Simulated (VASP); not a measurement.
# InP in VASP: work function with PBE

Aim: the work function of InP with PBE.

Everything below comes from runs of VASP 6.6.1. Logs are shortened: lines on timing, memory, paths and dates and some standing lists are left out, and cuts for length are marked.

## 1. The undisturbed slab

The cell holds a slab with vacuum, 8 atoms: a = 4.144 Å, b = 4.144 Å, c = 25.998 Å, α = 90.00°, β = 90.00°, γ = 120.00°.

## 2. Work function, PBE (the (1 1 1) slab of InP, cut from the database cell, not relaxed)

The input, INCAR:

```
SYSTEM = InP
  ALGO = Fast
  DIPOL = 0.5 0.5 0.500
  EDIFF = 1E-7
  ENCUT = 520
  GGA = PE
  IDIPOL = 3
  ISIF = 2
  ISMEAR = 0
  LASPH = .TRUE.
  LCHARG = .TRUE.
  LDIPOL = .TRUE.
  LELF = .TRUE.
  LREAL = .FALSE.
  LVACPOTAV = .TRUE.
  LVHAR = .TRUE.
  LWAVE = .FALSE.
  NELM = 100
  PREC = Accurate
  SIGMA = 0.05
```

The input, KPOINTS:

```
k-points
0
G
  8 8 1
  0 0 0
```

The input, POSCAR:

```
InP
1.0
    4.1443528445      0.0000000000      0.0000000000
   -2.0721764223      3.5891148456      0.0000000000
    0.0000000000      0.0000000000     25.9975122651
P In
4 4
Direct
    0.0000000000      0.0000000000      0.2884891417
    0.3333333333      0.6666666667      0.4186496699
    0.6666666667      0.3333333333      0.5488101981
    0.0000000000      0.0000000000      0.6789707262
    0.3333333333      0.6666666667      0.3210292738
    0.6666666667      0.3333333333      0.4511898019
    0.0000000000      0.0000000000      0.5813503301
    0.3333333333      0.6666666667      0.7115108583
```

Potentials or basis: VASP PAW PBE potentials, release 64 (P, In_d).

Run with:

```bash
cat potpaw_PBE.64/P/POTCAR potpaw_PBE.64/In_d/POTCAR > POTCAR
mpirun -np 1 vasp_std > vasp.out
```

OUTCAR:

```text
SYSTEM = InP
   EDIFF = 1E-7
   ENCUT = 520
   GGA = PE
   ISIF = 2
   ISMEAR = 0
   LASPH = .TRUE.
   LREAL = .FALSE.
   NELM = 100
   PREC = Accurate

 ion  position               nearest neighbor table
   1  0.000  0.000  0.288-   5 2.54   5 2.54   5 2.54
   2  0.333  0.667  0.419-   5 2.54   6 2.54   6 2.54   6 2.54
   3  0.667  0.333  0.549-   7 2.54   7 2.54   7 2.54   6 2.54
   4  0.000  0.000  0.679-   7 2.54   8 2.54   8 2.54   8 2.54
   5  0.333  0.667  0.321-   2 2.54   1 2.54   1 2.54   1 2.54
   6  0.667  0.333  0.451-   2 2.54   2 2.54   2 2.54   3 2.54
   7  0.000  0.000  0.581-   4 2.54   3 2.54   3 2.54   3 2.54
   8  0.333  0.667  0.712-   4 2.54   4 2.54   4 2.54

  LATTYP: Found a hexagonal cell.
 ALAT       =     4.1443528445
 C/A-ratio  =     6.2729968322

  Lattice vectors:

 A1 = (   4.1443528445,   0.0000000000,   0.0000000000)
 A2 = (  -2.0721764223,   3.5891148456,   0.0000000000)
 A3 = (   0.0000000000,   0.0000000000,  25.9975122651)

Analysis of symmetry for initial positions (statically):
=====================================================================
 Subroutine PRICEL returns:
 Original cell was already a primitive cell.

 Routine SETGRP: Setting up the symmetry group for a
 hexagonal supercell.

 Subroutine GETGRP returns: Found  6 space group operations
 (whereof  6 operations were pure point group operations)
 out of a pool of 24 trial point group operations.

The static configuration has the point symmetry C_3v.

Analysis of symmetry for dynamics (positions and initial velocities):
=====================================================================
 Subroutine PRICEL returns:
 Original cell was already a primitive cell.

 Routine SETGRP: Setting up the symmetry group for a
 hexagonal supercell.

 Subroutine GETGRP returns: Found  6 space group operations
 (whereof  6 operations were pure point group operations)
 out of a pool of 24 trial point group operations.

The dynamic configuration has the point symmetry C_3v.

 Subroutine INISYM returns: Found  6 space group operations
 (whereof  6 operations are pure point group operations),
[... 97 lines left out ...]
   IBRION =     -1    ionic relax: 0-MD 1-quasi-New 2-CG
   NFREE  =      0    steps in history (QN), initial steepest desc. (CG)
   ISIF   =      2    stress and relaxation
   ISYM   =      2    0-nonsym 1-usesym 2-fastsym
   POTIM  = 0.5000    time-step for ionic-motion
   TEBEG  =    0.0;   TEEND  =   0.0 temperature during run
   PSTRESS=    0.0 pullay stress
   NELECT =      72.0000    total number of electrons
   NUPDOWN=      -1.0000    fix difference up-down
   EMIN   =  10.00;   EMAX   =-10.00  energy-range for DOS
   EFERMI =   0.00;   METHOD = LEGACY
   ISMEAR =     0;   SIGMA  =   0.05  broadening in eV -4-tet -1-fermi 0-gaus
   EFERMI_NEDOS =   21; number of points for ismear=-14 and -15
   IALGO  =     68    algorithm
   IMIX   =      4    mixing-type and parameters
     AMIX     =   0.40;   BMIX     =  1.00
     AMIX_MAG =   1.60;   BMIX_MAG =  1.00
  volume/ion in A,a.u.               =      48.34       326.20
  Fermi-wavevector in a.u.,A,eV,Ry     =   0.934818  1.766550 11.889922  0.873885
  Thomas-Fermi vector in A             =   2.061662
   LORBIT       =      0    0 simple, 1 ext, 2 COOP (PROOUT), +10 PAW based schemes
   GGA     = PE    functional components
   LHFCALC =     F    Hartree Fock is set to
   AEXX    =    0.0000 exact exchange contribution
   IVDW    =     0    specifies the selected vdW correction
   LEPSILON=     F    determine dielectric tensor
   LRPA    =     F    only Hartree local field effects (RPA)
 non-spin polarized calculation
 RMM-DIIS sequential band-by-band and
 Gauss-broadening in eV      SIGMA  =   0.05
  energy-cutoff  :      520.00
  volume of cell :      386.70
 maximum number of plane-waves:     10483
 NGX is ok and might be reduce to    32
   NGX = 15   NGY = 15   NGZ = 97

 dipolmoment           0.000000      0.000000      0.026733 electrons x Angstroem

 number of electron      72.0000012 magnetization

 dipolmoment           0.000000      0.000000     -0.209108 electrons x Angstroem

 Free energy of the ion-electron system (eV)
  ---------------------------------------------------
  ext. energy  EPLUGINS =         0.00000000
  ---------------------------------------------------
  free energy    TOTEN  =       -31.34840765 eV

  energy without entropy =      -31.33868704  energy(sigma->0) =      -31.34354735

 E-fermi :   0.5622     XC(G=0):  -5.3858

 val. band max:        0.5603415038   @ k =   0.5000   0.0000   0.0000
 cond. band min:       0.5706744770   @ k =   0.3750   0.1250   0.0000
 fundamental gap:      0.0103329732
 Fermi energy:         0.5621734902

 k-point     1 :       0.0000    0.0000    0.0000
  band No.  band energies     occupation
      1     -14.5532      2.00000
      2     -14.4958      2.00000
      3     -14.4958      2.00000
      4     -14.3891      2.00000
      5     -14.3877      2.00000
      6     -14.3877      2.00000
[... 449 lines left out ...]
     42       4.6190      0.00000
     43       4.7737      0.00000

------------------------ aborting loop because EDIFF is reached ----------------------------------------

  FORCE on cell =-STRESS in cart. coord.  units (eV):
  Direction    XX          YY          ZZ          XY          YZ          ZX
  --------------------------------------------------------------------------------------
  -------------------------------------------------------------------------------------
  Total        3.0221856      3.0221856      5.3438673     -0.0000000      0.0000000     -0.0000000
  in kB       12.5214850     12.5214850     22.1406504     -0.0000000      0.0000000     -0.0000000
  external PRESSURE =      15.7278735 kB  Pullay stress =       0.0000000 kB

 VOLUME and BASIS-vectors are now :
 -----------------------------------------------------------------------------
  energy-cutoff  :      520.00
  volume of cell :      386.70
      direct lattice vectors                 reciprocal lattice vectors
     4.144352845  0.000000000  0.000000000     0.241292196  0.139310114  0.000000000
    -2.072176422  3.589114846  0.000000000     0.000000000  0.278620229  0.000000000
     0.000000000  0.000000000 25.997512265     0.000000000  0.000000000  0.038465219

 POSITION                                       TOTAL-FORCE (eV/Angst)
 -----------------------------------------------------------------------------------
      0.00000      0.00000      7.50000         0.000000     -0.000000     -0.207810
     -0.00000      2.39274     10.88385         0.000000      0.000000      0.524780
      2.07218      1.19637     14.26770         0.000000     -0.000000      0.359193
      0.00000      0.00000     17.65155        -0.000000      0.000000      0.495959
     -0.00000      2.39274      8.34596        -0.000000     -0.000000     -0.477441
      2.07218      1.19637     11.72981         0.000000      0.000000     -0.408489
      0.00000      0.00000     15.11366         0.000000     -0.000000     -0.422134
     -0.00000      2.39274     18.49751        -0.000000     -0.000000      0.135940
 -----------------------------------------------------------------------------------
    total drift:                                0.000001     -0.000001      0.001935

  FREE ENERGIE OF THE ION-ELECTRON SYSTEM (eV)
  ---------------------------------------------------
  free  energy   TOTEN  =       -31.3484076518 eV

  energy  without entropy=      -31.3386870393  energy(sigma->0) =      -31.34354735

 vacuum level on the upper side and lower side of the slab         4.080         6.624
```

Run time: 15 min. Hardware: 1 thread of Intel Xeon Platinum 8488C (Sapphire Rapids), shared host; peak memory 0.54 GiB.

What came out:

* Free energy: -31.3484 eV
* Largest force: 0.525 eV/Å
* Band gap on the k mesh: none (metal or under the smearing width)
* Work function of the upper face: 3.52 eV
* Work function of the lower face: 6.06 eV

Forces in eV/Å, atoms in the order of the input:
```
P    0.000  0.000 -0.208
P    0.000  0.000  0.525
P    0.000  0.000  0.359
P    0.000  0.000  0.496
In   0.000  0.000 -0.477
In   0.000  0.000 -0.408
In   0.000  0.000 -0.422
In   0.000  0.000  0.136
```
